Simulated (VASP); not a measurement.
# Ga4AsP3 (Cm) in VASP: settings compared

Aim: see how the results for Ga4AsP3 move with the level of theory and the settings. Levels: PBEsol, LDA, r2SCAN. Tasks: relaxation of cell and atoms.

All numbers are computed with VASP 6.6.1; they aren't measurements. Logs are shortened: lines on timing, memory, paths and dates and some standing lists are left out, and cuts for length are marked.

## 1. The structure

It takes space group Cm (No. 8, monoclinic). Conventional cell: a = 12.960 Å, b = 3.908 Å, c = 6.768 Å, α = 90.00°, β = 100.02°, γ = 90.00°. Around Ga (site symmetry m) lie 2 P at 2.39 Å and 2 As at 2.39 Å. Ga (site symmetry m) has 1 As at 2.39 Å and 3 P at 2.39 Å as nearest neighbours. Around Ga (site symmetry m) lie 1 As at 2.39 Å and 3 P at 2.39 Å. Ga (site symmetry m) is surrounded by 4 P at 2.39 Å. As (site symmetry m) is surrounded by 4 Ga at 2.39 Å. P (site symmetry m) is surrounded by 4 Ga at 2.39 Å. Around P (site symmetry m) lie 4 Ga at 2.39 Å. P (site symmetry m) is surrounded by 4 Ga at 2.39 Å.

The cell comes from a database or a generator and needn't be the stable form of this composition.

## 2. Relaxation of cell and atoms, PBEsol

INCAR

```
SYSTEM = Ga4AsP3
ALGO     = Fast           ! electronic algorithm
EDIFF    = 1E-7           ! SCF threshold, eV
EDIFFG   = -0.01          ! ionic threshold
ENCUT    = 600            ! plane-wave cutoff, eV
GGA      = PS             ! functional
IBRION   = 2              ! ionic algorithm
ISIF     = 3              ! what is computed and relaxed
ISMEAR   = 0              ! smearing method
KPAR     = 2            
LASPH    = .TRUE.         ! aspherical terms in the spheres
LCHARG   = .FALSE.        ! write CHGCAR
LREAL    = .FALSE.        ! projectors in reciprocal space
LWAVE    = .FALSE.        ! write WAVECAR
NELM     = 100            ! most SCF steps
NSW      = 60             ! ionic steps
PREC     = Accurate       ! precision mode
SIGMA    = 0.02           ! smearing width, eV
```

KPOINTS

```
k-points
0
G
  2 2 2
  0 0 0
```

POSCAR

```
Ga4AsP3
1.0
   -2.7631321300      2.7631321300      0.0000000000
   -2.7631321300     -5.5262642600      2.7631321300
    2.7631321300      2.7631321300      5.5262642600
Ga As P
4 1 3
Direct
    0.0000000000      0.0000000000      0.0000000000
    0.7500000000      0.5000000000      0.2500000000
    0.5000000000      0.0000000000      0.5000000000
    0.2500000000      0.5000000000      0.7500000000
    0.5625000000      0.1250000000      0.1875000000
    0.3125000000      0.6250000000      0.4375000000
    0.0625000000      0.1250000000      0.6875000000
    0.8125000000      0.6250000000      0.9375000000
```

Potentials or basis: VASP PAW PBE potentials, release 64 (Ga_d, As, P).

On the command line:

```sh
cat potpaw_PBE.64/Ga_d/POTCAR potpaw_PBE.64/As/POTCAR potpaw_PBE.64/P/POTCAR > POTCAR
mpirun -np 2 vasp_std > vasp.out
```

OUTCAR:

```text
SYSTEM = Ga4AsP3
   EDIFF = 1E-7
   EDIFFG = -0.01
   ENCUT = 600
   GGA = PS
   IBRION = 2
   ISIF = 3
   ISMEAR = 0
   LASPH = .TRUE.
   LREAL = .FALSE.
   NELM = 100
   NSW = 60
   PREC = Accurate

 ion  position               nearest neighbor table
   1  0.000  0.000  0.000-   5 2.39   5 2.39   7 2.39   8 2.39
   2  0.750  0.500  0.250-   6 2.39   6 2.39   8 2.39   5 2.39
   3  0.500  0.000  0.500-   7 2.39   5 2.39   7 2.39   6 2.39
   4  0.250  0.500  0.750-   8 2.39   6 2.39   8 2.39   7 2.39
   5  0.562  0.125  0.188-   1 2.39   3 2.39   1 2.39   2 2.39
   6  0.312  0.625  0.438-   2 2.39   4 2.39   2 2.39   3 2.39
   7  0.062  0.125  0.688-   1 2.39   3 2.39   3 2.39   4 2.39
   8  0.812  0.625  0.938-   2 2.39   4 2.39   4 2.39   1 2.39

  LATTYP: Found a base centered monoclinic cell.
 ALAT       =    12.9602384890
 B/A-ratio  =     0.3015113446
 C/A-ratio  =     0.5222329679
 COS(beta)  =    -0.1740776560

  Lattice vectors:

 A1 = (  -5.5262642600,  -2.7631321300,   2.7631321300)
 A2 = (  -2.7631321300,  -5.5262642600,   2.7631321300)
 A3 = (   2.7631321300,   2.7631321300,   5.5262642600)

Analysis of symmetry for initial positions (statically):
=====================================================================
 Subroutine PRICEL returns:
 Original cell was already a primitive cell.

 Routine SETGRP: Setting up the symmetry group for a
 base centered monoclinic supercell.

 Subroutine GETGRP returns: Found  2 space group operations
 (whereof  2 operations were pure point group operations)
 out of a pool of  4 trial point group operations.

The static configuration has the point symmetry C_1h.

Analysis of symmetry for dynamics (positions and initial velocities):
=====================================================================
 Subroutine PRICEL returns:
 Original cell was already a primitive cell.

 Routine SETGRP: Setting up the symmetry group for a
 base centered monoclinic supercell.

 Subroutine GETGRP returns: Found  2 space group operations
 (whereof  2 operations were pure point group operations)
 out of a pool of  4 trial point group operations.

The dynamic configuration has the point symmetry C_1h.

 Subroutine INISYM returns: Found  2 space group operations
 (whereof  2 operations are pure point group operations),
 and found     1 'primitive' translations

----------------------------------------------------------------------------------------

                                     Primitive cell

  volume of cell :     168.7699

  direct lattice vectors                    reciprocal lattice vectors
    -2.763132130  2.763132130  0.000000000    -0.226192585  0.135715551  0.045238517
    -2.763132130 -5.526264260  2.763132130    -0.090477034 -0.090477034  0.090477034
     2.763132130  2.763132130  5.526264260     0.045238517  0.045238517  0.135715551

  length of vectors
     3.907658933  6.768263810  6.768263810     0.267634676  0.156710820  0.150039187

  position of ions in fractional coordinates (direct lattice)
     0.000000000  0.000000000  0.000000000
     0.750000000  0.500000000  0.250000000
     0.500000000  0.000000000  0.500000000
     0.250000000  0.500000000  0.750000000
     0.562500000  0.125000000  0.187500000
     0.312500000  0.625000000  0.437500000
     0.062500000  0.125000000  0.687500000
     0.812500000  0.625000000  0.937500000

  ion indices of the primitive-cell ions
   primitive index   ion index
                 1           1
                 2           2
                 3           3
                 4           4
                 5           5
                 6           6
                 7           7
                 8           8

----------------------------------------------------------------------------------------

 KPOINTS: k-points

Automatic generation of k-mesh.
 Grid dimensions read from file:
 generate k-points for:    2    2    2

 Generating k-lattice:

  Cartesian coordinates                     Fractional coordinates (reciprocal lattice)
    -0.113096293  0.067857776  0.022619259     0.500000000 -0.000000000  0.000000000
    -0.045238517 -0.045238517  0.045238517     0.000000000  0.500000000  0.000000000
     0.022619259  0.022619259  0.067857776     0.000000000  0.000000000  0.500000000

  Length of vectors
     0.133817338  0.078355410  0.075019594

  Shift w.r.t. Gamma in fractional coordinates (k-lattice)
     0.000000000  0.000000000  0.000000000

 Subroutine IBZKPT returns following result:
 ===========================================

 Found      6 irreducible k-points:

 Following reciprocal coordinates:
            Coordinates               Weight
  0.000000  0.000000  0.000000      1.000000
  0.500000  0.000000  0.000000      2.000000
  0.000000  0.500000  0.000000      1.000000
  0.000000  0.000000  0.500000      1.000000
  0.500000  0.000000  0.500000      2.000000
  0.000000  0.500000  0.500000      1.000000
[... 16 lines left out ...]
   ENCUT  =  600.0 eV  44.10 Ry    6.64 a.u.   7.80 13.52 13.52*2*pi/ulx,y,z
   NELM   =    100;   NELMIN=  2; NELMDL= -5     # of ELM steps
   EDIFF  = 0.1E-06   stopping-criterion for ELM
   LREAL  =      F    real-space projection
   EDIFFG = -.1E-01   stopping-criterion for IOM
   NSW    =     60    number of steps for IOM
   IBRION =      2    ionic relax: 0-MD 1-quasi-New 2-CG
   NFREE  =      1    steps in history (QN), initial steepest desc. (CG)
   ISIF   =      3    stress and relaxation
   ISYM   =      2    0-nonsym 1-usesym 2-fastsym
   POTIM  = 0.5000    time-step for ionic-motion
   TEBEG  =    0.0;   TEEND  =   0.0 temperature during run
   PSTRESS=    0.0 pullay stress
   NELECT =      72.0000    total number of electrons
   NUPDOWN=      -1.0000    fix difference up-down
   EMIN   =  10.00;   EMAX   =-10.00  energy-range for DOS
   EFERMI =   0.00;   METHOD = LEGACY
   ISMEAR =     0;   SIGMA  =   0.02  broadening in eV -4-tet -1-fermi 0-gaus
   EFERMI_NEDOS =   21; number of points for ismear=-14 and -15
   IALGO  =     68    algorithm
   IMIX   =      4    mixing-type and parameters
     AMIX     =   0.40;   BMIX     =  1.00
     AMIX_MAG =   1.60;   BMIX_MAG =  1.00
  volume/ion in A,a.u.               =      21.10       142.36
  Fermi-wavevector in a.u.,A,eV,Ry     =   1.232407  2.328911 20.664883  1.518826
  Thomas-Fermi vector in A             =   2.367178
   LORBIT       =      0    0 simple, 1 ext, 2 COOP (PROOUT), +10 PAW based schemes
   GGA     = PS    functional components
   LHFCALC =     F    Hartree Fock is set to
   AEXX    =    0.0000 exact exchange contribution
   IVDW    =     0    specifies the selected vdW correction
   LEPSILON=     F    determine dielectric tensor
   LRPA    =     F    only Hartree local field effects (RPA)
 conjugate gradient relaxation of ions
 non-spin polarized calculation
 RMM-DIIS sequential band-by-band and
 Gauss-broadening in eV      SIGMA  =   0.02
  energy-cutoff  :      600.00
  volume of cell :      168.77
 maximum number of plane-waves:      5641
 NGX is ok and might be reduce to    32
   NGX = 15   NGY = 27   NGZ = 27

--------------------------------------- Ionic step        1  -------------------------------------------

 number of electron      71.9999967 magnetization

 Free energy of the ion-electron system (eV)
  ---------------------------------------------------
  ext. energy  EPLUGINS =         0.00000000
  ---------------------------------------------------
  free energy    TOTEN  =       -36.96881606 eV

  energy without entropy =      -36.96881606  energy(sigma->0) =      -36.96881606

------------------------ aborting loop because EDIFF is reached ----------------------------------------

  FORCE on cell =-STRESS in cart. coord.  units (eV):
  Direction    XX          YY          ZZ          XY          YZ          ZX
  --------------------------------------------------------------------------------------
  -------------------------------------------------------------------------------------
  Total        1.0362739      1.0362739     -2.7516628     -3.7645945      0.4774898      0.4774898
  in kB        9.8376236      9.8376236    -26.1222661    -35.7382954      4.5329377      4.5329371
  external PRESSURE =      -2.1490063 kB  Pullay stress =       0.0000000 kB
[... 107 lines left out ...]
  FREE ENERGIE OF THE ION-ELECTRON SYSTEM (eV)
  ---------------------------------------------------
  free  energy   TOTEN  =       -37.1345709528 eV

  energy  without entropy=      -37.1345709528  energy(sigma->0) =      -37.13457095

[... ionic steps 4 to 13 ...]

--------------------------------------- Ionic step       14  -------------------------------------------

 number of electron      72.0000008 magnetization

------------------------ aborting loop because EDIFF is reached ----------------------------------------

  FORCE on cell =-STRESS in cart. coord.  units (eV):
  Direction    XX          YY          ZZ          XY          YZ          ZX
  --------------------------------------------------------------------------------------
  -------------------------------------------------------------------------------------
  Total        0.0113670      0.0113670      0.0510834      0.0002401     -0.0054086     -0.0054085
  in kB        0.1086743      0.1086743      0.4883824      0.0022955     -0.0517085     -0.0517083
  external PRESSURE =       0.2352437 kB  Pullay stress =       0.0000000 kB
[... 69 lines left out ...]
  energy  without entropy=      -37.1962923490  energy(sigma->0) =      -37.19629235

--------------------------------------- Ionic step       16  -------------------------------------------

 number of electron      72.0000008 magnetization

 Free energy of the ion-electron system (eV)
  ---------------------------------------------------
  ext. energy  EPLUGINS =         0.00000000
  ---------------------------------------------------
  free energy    TOTEN  =       -37.19633519 eV

  energy without entropy =      -37.19633519  energy(sigma->0) =      -37.19633519

 E-fermi :   4.6451     XC(G=0):  -9.9069

 val. band max:        4.5312936241   @ k =   0.0000   0.0000   0.0000
 cond. band min:       5.1848393167   @ k =   0.0000   0.5000   0.0000
 fundamental gap:      0.6535456926
 Fermi energy:         4.6450532508

 k-point     1 :       0.0000    0.0000    0.0000
  band No.  band energies     occupation
      1     -10.4104      2.00000
      2     -10.3991      2.00000
      3     -10.3838      2.00000
      4     -10.3224      2.00000
      5     -10.3189      2.00000
      6     -10.2974      2.00000
[... 300 lines left out ...]
  FREE ENERGIE OF THE ION-ELECTRON SYSTEM (eV)
  ---------------------------------------------------
  free  energy   TOTEN  =       -37.1963351910 eV

  energy  without entropy=      -37.1963351910  energy(sigma->0) =      -37.19633519

 reached required accuracy - stopping structural energy minimisation
```

It took 6.5 min on 2 MPI ranks of Intel Xeon Platinum 8488C (Sapphire Rapids), shared host; peak memory 0.32 GiB.

What came out:

* Free energy: -37.1963 eV
* Relaxed volume: 20.95 Å³/atom
* Relaxed cell: a = 4.090 Å, b = 6.680 Å, c = 6.586 Å, α = 101.28°, β = 90.00°, γ = 107.82°
* Space group after relaxing (to 0.05 Å): Cm (No. 8)
* Energy gained by relaxing: 28.4 meV/atom
* Ionic steps: 16
* Pressure after relaxing: 0.0 GPa
* Largest force after relaxing: 0.010 eV/Å
* Band gap on the k mesh: 0.65 eV, indirect (least direct gap 0.74 eV)

Forces on the atoms (eV/Å):
```
Ga   0.000  0.000 -0.003
Ga   0.001  0.001  0.006
Ga   0.000  0.000  0.001
Ga   0.003  0.003  0.002
As  -0.006 -0.006  0.004
P    0.003  0.003  0.000
P   -0.002 -0.002 -0.001
P    0.002  0.002 -0.008
```

The path:
| step | energy change (eV) | largest force (eV/Å) | pressure (GPa) | volume (Å³) |
| --- | --- | --- | --- | --- |
| 1 | 0.0000 | 0.9122 | -0.21 | 168.77 |
| 2 | -0.1653 | 0.5675 | 0.19 | 167.96 |
| 3 | -0.1658 | 0.5723 | 0.23 | 167.91 |
| 4 | -0.2168 | 0.2178 | -0.27 | 168.45 |
| 5 | -0.2202 | 0.1624 | -0.43 | 168.63 |
| 6 | -0.2258 | 0.1055 | 0.17 | 167.24 |
| 7 | -0.2258 | 0.1033 | 0.15 | 167.32 |
| 8 | -0.2272 | 0.0221 | 0.04 | 167.53 |
| 9 | -0.2272 | 0.0250 | 0.04 | 167.56 |
| 10 | -0.2273 | 0.0182 | -0.04 | 167.72 |
| 11 | -0.2273 | 0.0188 | -0.07 | 167.77 |
| 12 | -0.2274 | 0.0136 | -0.04 | 167.71 |
| 13 | -0.2275 | 0.0142 | -0.02 | 167.67 |
| 14 | -0.2275 | 0.0191 | 0.02 | 167.58 |
| 15 | -0.2275 | 0.0154 | 0.01 | 167.61 |
| 16 | -0.2275 | 0.0097 | 0.01 | 167.62 |

Final structure:
```yaml
crystal:
  lattice:
    - [-2.89172, 2.89172, 0.00000]
    - [-2.65025, -5.54197, 2.62449]
    - [2.75239, 2.75239, 5.31225]
  atoms:
    - { symbol: Ga, position: [0.99793, 0.99586, 0.99324] }
    - { symbol: Ga, position: [0.75603, 0.51206, 0.25351] }
    - { symbol: Ga, position: [0.49983, 0.99965, 0.50911] }
    - { symbol: Ga, position: [0.24921, 0.49843, 0.75162] }
    - { symbol: As, position: [0.56196, 0.12392, 0.18566] }
    - { symbol: P, position: [0.31263, 0.62526, 0.43906] }
    - { symbol: P, position: [0.06172, 0.12343, 0.68501] }
    - { symbol: P, position: [0.81069, 0.62139, 0.93279] }
```

Levels at points of the mesh, in eV from the valence-band top:
```
           k point  band 32  band 33  band 34  band 35  band 36  band 37  band 38  band 39  band 40  band 41
(0.00, 0.00, 0.00)    -1.67    -1.23    -0.34    -0.12     0.00     0.74     1.06     1.42     1.62     3.34
(0.50, 0.00, 0.00)    -3.05    -2.79    -2.71    -2.02    -1.83     3.19     3.27     3.34     3.40     4.16
(0.00, 0.50, 0.00)    -1.29    -1.15    -0.97    -0.91    -0.60     0.65     0.86     1.24     1.40     1.55
(0.00, 0.00, 0.50)    -2.33    -1.78    -1.48    -1.38    -1.22     1.55     1.76     2.18     2.39     3.80
(0.50, 0.00, 0.50)    -2.66    -2.16    -1.94    -1.32    -0.95     1.39     1.43     1.71     2.16     2.41
(0.00, 0.50, 0.50)    -2.47    -2.04    -1.93    -1.34    -1.03     1.39     1.53     1.93     2.13     3.32
```

Caveat: the k mesh is coarse (spacing up to 0.84 Å⁻¹), so the values aren't converged; the PAW data sets were made with another functional, which shifts forces and pressure a little.

## 3. Relaxation of cell and atoms, LDA

INCAR

```
  PREC = Accurate
  ENCUT = 300
  EDIFF = 1E-6
  ISMEAR = 0
  SIGMA = 0.02
  LREAL = False
  LASPH = True
  NELM = 100
  ALGO = Normal
  ISIF = 3
  LWAVE = False
  LCHARG = False
  IBRION = 2
  NSW = 60
  EDIFFG = -0.01
  KPAR = 2
```

KPOINTS

```
regular mesh
0
Gamma
  4 4 2
```

POSCAR is that of step 2.

Potentials or basis: VASP PAW LDA potentials, release 64 (Ga_d, As, P).

On the command line:

```sh
cat potpaw_LDA.64/Ga_d/POTCAR potpaw_LDA.64/As/POTCAR potpaw_LDA.64/P/POTCAR > POTCAR
mpirun -np 2 vasp_std > vasp.out
```

Wall time 3.6 min (2 MPI ranks of Intel Xeon Platinum 8488C (Sapphire Rapids), shared host); peak memory 0.17 GiB.

These settings aren't checked as converged: the numbers below hold their error.

Results:

```
Free energy                            : -40.8158 eV
Relaxed volume                         : 20.17 Å³/atom
Relaxed cell                           : a = 3.870 Å, b = 6.668 Å, c = 6.640 Å, α = 99.74°, β = 90.00°, γ = 106.87°
Space group after relaxing (to 0.05 Å) : Cm (No. 8)
Energy gained by relaxing              : 18.3 meV/atom
Ionic steps                            : 23
Largest force after relaxing           : 0.008 eV/Å
Band gap on the k mesh                 : 1.29 eV, indirect (least direct gap 1.34 eV)
```

Caveat: the k mesh is coarse (spacing up to 0.47 Å⁻¹), so the values aren't converged; the cutoff is under 1.25 times the usual one of these potentials, so pressure, stress and relaxed cells hold a basis-set (Pulay) error.

## 4. Relaxation of cell and atoms, r2SCAN

INCAR

```
SYSTEM = Ga4AsP3
PREC     = Accurate       ! precision mode
ENCUT    = 600            ! plane-wave cutoff, eV
EDIFF    = 1E-6           ! SCF threshold, eV
ISMEAR   = 0              ! smearing method
SIGMA    = 0.02           ! smearing width, eV
LREAL    = .False.        ! projectors in reciprocal space
LASPH    = .True.         ! aspherical terms in the spheres
NELM     = 60             ! most SCF steps
ALGO     = Normal         ! electronic algorithm
ISIF     = 3              ! what is computed and relaxed
LWAVE    = .False.        ! write WAVECAR
LCHARG   = .False.        ! write CHGCAR
METAGGA  = R2SCAN         ! meta-GGA
LMIXTAU  = .True.       
IBRION   = 2              ! ionic algorithm
NSW      = 60             ! ionic steps
EDIFFG   = -0.02          ! ionic threshold
KPAR     = 2
```

KPOINTS

```
Automatic mesh
0
Gamma
  7 7 4
  0 0 0
```

POSCAR is that of step 3.

Potentials or basis: VASP PAW PBE potentials, release 64 (Ga_d, As, P).

On the command line:

```sh
cat potpaw_PBE.64/Ga_d/POTCAR potpaw_PBE.64/As/POTCAR potpaw_PBE.64/P/POTCAR > POTCAR
mpirun -np 2 vasp_std > vasp.out
```

It took 1.5 h on 2 MPI ranks of Intel Xeon Platinum 8259CL at 2.50GHz (Skylake/Cascade Lake), shared host; peak memory 0.66 GiB.

The run converged. Its results:

- Free energy: -91.4074 eV
- Relaxed volume: 20.83 Å³/atom
- Relaxed cell: a = 3.891 Å, b = 6.739 Å, c = 6.740 Å, α = 99.61°, β = 90.00°, γ = 106.78°
- Space group after relaxing (to 0.05 Å): Cm (No. 8)
- Energy gained by relaxing: 8.6 meV/atom
- Ionic steps: 12
- Pressure after relaxing: 0.0 GPa
- Largest force after relaxing: 0.012 eV/Å
- Band gap on the k mesh: 1.77 eV, direct

Forces on the atoms (eV/Å):
```
Ga   0.004  0.004 -0.001
Ga  -0.005 -0.005  0.000
Ga   0.000  0.000 -0.008
Ga  -0.003 -0.003  0.000
As  -0.007 -0.007  0.006
P   -0.001 -0.001  0.001
P    0.007  0.007  0.005
P    0.005  0.005 -0.003
```

The path:
| step | energy change (eV) | largest force (eV/Å) | pressure (GPa) | volume (Å³) |
| --- | --- | --- | --- | --- |
| 1 | 0.0000 | 0.7880 | -0.92 | 168.77 |
| 2 | -0.0556 | 0.2735 | 0.45 | 165.84 |
| 3 | -0.0583 | 0.1773 | 0.85 | 165.09 |
| 4 | -0.0670 | 0.1070 | -0.27 | 167.19 |
| 5 | -0.0672 | 0.1164 | -0.12 | 166.91 |
| 6 | -0.0686 | 0.0484 | -0.02 | 166.72 |
| 7 | -0.0688 | 0.0389 | 0.03 | 166.63 |
| 8 | -0.0688 | 0.0323 | 0.06 | 166.60 |
| 9 | -0.0688 | 0.0390 | 0.03 | 166.61 |
| 10 | -0.0690 | 0.0208 | -0.01 | 166.68 |
| 11 | -0.0690 | 0.0248 | -0.03 | 166.74 |
| 12 | -0.0691 | 0.0119 | 0.03 | 166.64 |

Final structure:
```
Ga As P
1.0
    -2.75159    2.75159    0.00000
    -2.75155   -5.50315    2.75036
     2.75223    2.75223    5.50271
Ga As P
4 1 3
Direct
  0.99736 0.99471 0.99170
  0.75489 0.50978 0.25121
  0.49896 0.99791 0.50718
  0.24878 0.49756 0.74979
  0.56269 0.12538 0.18801
  0.31329 0.62659 0.44017
  0.06242 0.12484 0.68722
  0.81161 0.62322 0.93473
```

Levels at points of the mesh, in eV from the valence-band top:
```
           k point  band 33  band 34  band 35  band 36  band 37  band 38  band 39  band 40
(0.00, 0.00, 0.00)    -1.21    -0.06    -0.04     0.00     1.77     1.94     2.53     2.74
(0.00, 0.00, 0.50)    -1.37    -1.29    -1.11    -0.98     2.76     2.90     3.03     3.38
```

Caveat: the PAW data sets were made with another functional, which shifts forces and pressure a little; an odd mesh through Γ misses points on the zone boundary, where band edges often lie.
